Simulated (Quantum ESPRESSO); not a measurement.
# LiCl (Fm-3m): a worked LO-TO splitting

How high does the longitudinal optical mode of LiCl (Fm-3m) lie, given the transverse one, the Born charge and ε∞?

Method: DFT LDA, scalar-relativistic, plane waves, PseudoDojo norm-conserving pseudopotentials, in Quantum ESPRESSO 7.5.

The database entry behind the starting cell differs from later determinations by our own check (0.1 to 0.3 % short, probably kX units), so it need not match the best structure at ambient conditions.

### 1. The relaxed structure

It takes space group Fm-3m (No. 225, cubic). The conventional cell has a = 4.965 Å, b = 4.965 Å, c = 4.965 Å, α = 90.00°, β = 90.00°, γ = 90.00°. Li has 6 Cl at 2.48 Å nearest. Cl has 6 Li at 2.48 Å nearest. Farther neighbours and most contacts between anions are not listed.

Structure file:

```cif
data_structure
_symmetry_space_group_name_H-M 'Fm-3m'
_symmetry_Int_Tables_number 225
_cell_length_a 4.9646
_cell_length_b 4.9646
_cell_length_c 4.9646
_cell_angle_alpha 90.000
_cell_angle_beta 90.000
_cell_angle_gamma 90.000
_cell_volume 122.37
loop_
_atom_site_label
_atom_site_type_symbol
_atom_site_symmetry_multiplicity
_atom_site_Wyckoff_symbol
_atom_site_fract_x
_atom_site_fract_y
_atom_site_fract_z
_atom_site_occupancy
Li1 Li 4 a 0.00000 0.00000 0.00000 1
Cl1 Cl 4 b 0.50000 0.00000 0.00000 1
```

This is the cell after its relaxation at this level of theory, not the database cell from which that began.

### 2. What the response run gave

A linear-response run on the relaxed cell, with the response to an electric field; only its zone-centre results are used. Cutoff 74 Ry, k mesh 6×6×6.

Log:

```text
[banners, grids, parts of the stress and lines that vanish by symmetry left out]
Program PHONON v.7.5
     Reading xml data from directory:

[...]
Exchange-correlation= PW
                           (   1   4   0   0   0   0   0)
[...]
kinetic-energy cut-off    =      74.0000  Ry
     charge density cut-off    =     296.0000  Ry
     convergence threshold     =      1.0E-18
[...]
Exchange-correlation= PW
                           (   1   4   0   0   0   0   0)
[...]
q = (   0.0000000   0.0000000   0.0000000 )
     49 Sym.Ops. (with q -> -q+G )
     G cutoff =  329.9711  (  17837 G-vectors)     FFT grid: ( 40, 40, 40)
     number of k points=    16
[...]
Mode symmetry, O_h (m-3m)  point group:
[...]
Dielectric constant
[...]
End of electric fields calculation
          Dielectric constant in cartesian axis
          (       3.202009192      -0.000000000      -0.000000000 )
          (      -0.000000000       3.202009192      -0.000000000 )
          (      -0.000000000      -0.000000000       3.202009192 )
          Effective charges (d Force / dE) in cartesian axis without acoustic sum rule applied (asr)
           atom    1  Li    Mean Z*:        1.16623
      Ex  (        1.16623        0.00000        0.00000 )
      Ey  (        0.00000        1.16623        0.00000 )
      Ez  (        0.00000        0.00000        1.16623 )
           atom    2  Cl    Mean Z*:       -1.17360
      Ex  (       -1.17360       -0.00000       -0.00000 )
      Ey  (       -0.00000       -1.17360       -0.00000 )
      Ez  (       -0.00000       -0.00000       -1.17360 )
          Effective charges Sum: Mean:       -0.00738
[...]
Effective charges (d Force / dE) in cartesian axis with asr applied:
           atom    1  Li    Mean Z*:        1.16992
[...]
atom    2  Cl    Mean Z*:       -1.16992
[...]
Representation #   1 modes #   1   2   3
[...]
End of self-consistent calculation
     Convergence has been achieved
     Representation #   2 modes #   4   5   6
[...]
End of self-consistent calculation
     Convergence has been achieved
[...]
Dielectric constant in cartesian axis
          (       3.202009192      -0.000000000      -0.000000000 )
          (      -0.000000000       3.202009192      -0.000000000 )
          (      -0.000000000      -0.000000000       3.202009192 )
          Effective charges (d Force / dE) in cartesian axis without acoustic sum rule applied (asr)
           atom    1  Li    Mean Z*:        1.16623
      Ex  (        1.16623        0.00000        0.00000 )
      Ey  (        0.00000        1.16623        0.00000 )
      Ez  (        0.00000        0.00000        1.16623 )
           atom    2  Cl    Mean Z*:       -1.17360
      Ex  (       -1.17360       -0.00000       -0.00000 )
      Ey  (       -0.00000       -1.17360       -0.00000 )
      Ez  (       -0.00000       -0.00000       -1.17360 )
          Effective charges Sum: Mean:       -0.00738
[...]
Effective charges (d Force / dE) in cartesian axis with asr applied:
           atom    1  Li    Mean Z*:        1.16992
[...]
atom    2  Cl    Mean Z*:       -1.16992
[...]
q = (    0.000000000   0.000000000   0.000000000 )
[...]
freq (    1) =      -0.037855 [THz] =      -1.262703 [cm-1]
     freq (    2) =      -0.037855 [THz] =      -1.262703 [cm-1]
     freq (    3) =      -0.037855 [THz] =      -1.262703 [cm-1]
     freq (    4) =       6.847979 [THz] =     228.423989 [cm-1]
     freq (    5) =       6.847979 [THz] =     228.423989 [cm-1]
     freq (    6) =       6.847979 [THz] =     228.423989 [cm-1]
[...]
Mode symmetry, O_h (m-3m)  point group:
     freq (   1-   3) =         -1.3  [cm-1]   --> T_1u G_15  G_4- I
     freq (   4-   6) =        228.4  [cm-1]   --> T_1u G_15  G_4- I

   JOB DONE.
```

```tsv
quantity	value
cell volume Ω (Å³)	30.592
mass of Li (u)	6.940
mass of Cl (u)	35.450
Born charge of Li, raw (e)	1.166
Born charge of Cl, raw (e)	-1.174
ε∞	3.202
ω(TO) after the sum rule (cm⁻¹)	228.4
```

### 3. The calculation

The charges must sum to zero over the cell; taking off their mean, -0.004 e, leaves Z* = 1.170 e on Li. In the polar mode Li moves against Cl, so the reduced mass is μ = 6.94 × 35.45 / 42.39 = 5.804 u.

A longitudinal wave builds up a field that adds to the restoring force: ω(LO)² = ω(TO)² + 4π Z*² / (μ Ω ε∞), in Hartree atomic units. With μ = 10580 electron masses and Ω = 206.44 bohr³ the second term is 2.4593e-06 Ha², or 118463 cm⁻² (1 Ha = 219474.6 cm⁻¹).

So ω(LO) = √(52176 + 118463) = 413.1 cm⁻¹, and by the Lyddane-Sachs-Teller relation ε₀ = ε∞ (ω(LO)/ω(TO))² = 10.47.

### 4. Check against the program

The analysis program adds the same non-analytic term to the full matrix, here for q along (1 0 0).

Log:

```text
[banner, memory and clock lines left out]
Program DYNMAT v.7.5

     Reading Dynamical Matrix from file g.dyn
     ...Force constants read
     ...epsilon and Z* read

     Polarizability (A^3 units)
     multiply by 0.576700 for Clausius-Mossotti correction
         5.360602   -0.000000   -0.000000
        -0.000000    5.360602   -0.000000
        -0.000000   -0.000000    5.360602

     IR activities are in (D/A)^2/amu units

# mode   [cm-1]    [THz]      IR
    1     -0.00   -0.0000    0.0000
    2     -0.00   -0.0000    0.0000
    3     -0.00   -0.0000    0.0000
    4    228.42    6.8479    5.4408
    5    228.42    6.8479    5.4408
    6    413.09   12.3841    5.4408
```

ε₀ comes from the program's run without a direction of q.

```tsv
quantity	by hand	program
ω(LO) (cm⁻¹)	413.1	413.1
ε₀	10.47	10.47
```

### 5. Outcome

```yaml
to_mode: 228.4 cm⁻¹
lo_mode: 413.1 cm⁻¹
static_dielectric_constant: 10.47
```

In words: The LO mode of LiCl (Fm-3m) lies at 413 cm⁻¹, 185 cm⁻¹ above the TO mode; the formula meets the program within 0.1 cm⁻¹, as it must for a cubic crystal with one polar mode. ω(LO)² − ω(TO)² goes with Z*²/ε∞: an error of 5 % in ε∞ would move the LO mode by 6.9 cm⁻¹, and semilocal functionals tend to overestimate ε∞. These are harmonic values at zero temperature, at the volume of this functional, for the structure held cubic; stability elsewhere in the zone is no part of this calculation.

[Host names and launcher messages were left out of these logs when they were recorded.]

[Logs are printed without paths, hosts, clocks, repeated set-up lines and the standing remarks that a program may print on its own settings, such as how far it seeks lower states.]

[Hosts, paths, dates, database ids (printed as entryN), source tags and the programs' standing remarks are cut or masked in the printed files.]
